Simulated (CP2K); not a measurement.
Write the native input for CP2K 2026.2 that does the following.

```yaml
Task: single point
Functional: PBE
Potentials_or_basis: GTH_POTENTIALS W GTH-PADE-q14, S GTH-PADE-q6; DZVP-MOLOPT-SR-GTH basis
Density_cutoff: 6123 eV
k_mesh: 10 × 10 × 10
Occupations: fermi-dirac, width 0.05 eV
Spin: no spin polarisation
SCF_solver: diagonalisation with k points
Quickstep_method: GPW
EPS_DEFAULT: 1.0E-9
EPS_SCF: 1.0E-6
MAX_SCF: 100
SCF_GUESS: ATOMIC
k_points_reduced_by_the_point_group: yes
Mesh_centred_on_Gamma: yes
CHOLESKY: OFF
EPS_EIGVAL: 1.0E-7
MIXING_METHOD: BROYDEN_MIXING
MIXING_ALPHA: 0.4
NBUFFER: 8
NGRIDS: 4
Basis_sets: W DZVP-MOLOPT-SR-GTH-q14, S DZVP-MOLOPT-SR-GTH-q6
Potentials: W GTH-PADE-q14 of GTH_POTENTIALS, S GTH-PADE-q6 of GTH_POTENTIALS
ADDED_MOS: "[15]"
REL_CUTOFF_Ry: 60 Ry
MIXING_BETA_1/bohr: 1.5 1/bohr
CUTOFF_of_the_grids: 450 Ry
```

The system is WS2.

```
CELL_PARAMETERS angstrom
6.42736 0.00000 0.00000
5.65154 3.06122 0.00000
5.65154 1.43230 2.70547
ATOMIC_POSITIONS crystal
W 0.00000 0.00000 0.00000
S 0.58100 0.58100 0.58100
S 0.75030 0.75030 0.75030
```

Measurements of this composition are mostly on another form, of space group No. 194.

One way to write it, as run:

ws2_scf.inp

```
&GLOBAL
  PROJECT ws2_scf
  RUN_TYPE ENERGY_FORCE
  PRINT_LEVEL LOW
&END GLOBAL
&FORCE_EVAL
  METHOD QS
  STRESS_TENSOR ANALYTICAL
  &DFT
    BASIS_SET_FILE_NAME BASIS_MOLOPT
    POTENTIAL_FILE_NAME GTH_POTENTIALS
    &MGRID
      CUTOFF 450
      REL_CUTOFF 60
      NGRIDS 4
    &END MGRID
    &QS
      METHOD GPW
      EPS_DEFAULT 1.0E-9
    &END QS
    &KPOINTS
      SCHEME MONKHORST-PACK 10 10 10
      GAMMA_CENTERED T
      SYMMETRY T
      SYMMETRY_BACKEND SPGLIB
    &END KPOINTS
    &SCF
      SCF_GUESS ATOMIC
      EPS_SCF 1.0E-6
      MAX_SCF 100
      ADDED_MOS 15
      CHOLESKY OFF
      EPS_EIGVAL 1.0E-7
      &DIAGONALIZATION ON
        ALGORITHM STANDARD
      &END DIAGONALIZATION
      &MIXING ON
        METHOD BROYDEN_MIXING
        ALPHA 0.4
        BETA 1.5
        NBUFFER 8
      &END MIXING
      &SMEAR ON
        METHOD FERMI_DIRAC
        ELECTRONIC_TEMPERATURE 580.23
      &END SMEAR
    &END SCF
    &XC
      &XC_FUNCTIONAL
        &GGA_X_PBE
        &END GGA_X_PBE
        &GGA_C_PBE
        &END GGA_C_PBE
      &END XC_FUNCTIONAL
    &END XC
    &PRINT
      &KPOINTS ON
      &END KPOINTS
      &MULLIKEN ON
      &END MULLIKEN
      &MO ON
        ENERGIES T
        OCCUPATION_NUMBERS T
        &EACH
          QS_SCF 0
        &END EACH
        ADD_LAST NUMERIC
      &END MO
      &LOWDIN ON
      &END LOWDIN
      &HIRSHFELD ON
        SHAPE_FUNCTION DENSITY
      &END HIRSHFELD
    &END PRINT
  &END DFT
  &SUBSYS
    &CELL
      ABC 6.4273633094 6.4273633094 6.4273633093
      ALPHA_BETA_GAMMA 28.4426739313 28.4426739310 28.4426739309
      PERIODIC XYZ
    &END CELL
    &COORD
      SCALED
      W   0.0000000000 0.0000000000 0.0000000000
      S   0.5810000000 0.5810000000 0.5810000000
      S   0.7503000000 0.7503000000 0.7503000000
    &END COORD
    &KIND W
      BASIS_SET DZVP-MOLOPT-SR-GTH-q14
      POTENTIAL GTH-PADE-q14
    &END KIND
    &KIND S
      BASIS_SET DZVP-MOLOPT-SR-GTH-q6
      POTENTIAL GTH-PADE-q6
    &END KIND
    &PRINT
      &ATOMIC_COORDINATES ON
      &END ATOMIC_COORDINATES
      &CELL ON
      &END CELL
    &END PRINT
  &END SUBSYS
  &PRINT
    &FORCES ON
    &END FORCES
    &STRESS_TENSOR ON
    &END STRESS_TENSOR
  &END PRINT
&END FORCE_EVAL
```

Potentials or basis: GTH_POTENTIALS W GTH-PADE-q14, S GTH-PADE-q6; DZVP-MOLOPT-SR-GTH basis.

Run with:

```bash
$ OMP_NUM_THREADS=1 cp2k.psmp -i ws2_scf.inp -o ws2_scf.out
```

It gave:

- Pressure: -4.1 GPa
- Largest force: 0.541 eV/Å
- Band gap on the k mesh: 1.15 eV, indirect (least direct gap 2.28 eV)
- Mulliken charges: W -0.64; S +0.32, +0.33 e
- Hirshfeld charges: W +0.19; S -0.09, -0.10 e

Caveat: Mulliken charges move with the basis; the potentials were made for another functional, which shifts forces and pressure; spin-orbit coupling is left out, which moves the levels of the heavy elements; the basis of atomic orbitals isn't converged, which shifts pressures, moduli and gaps.

Wall time 57 s on 1 thread of Arm Neoverse V2, on a shared host, peak memory 0.66 GiB.
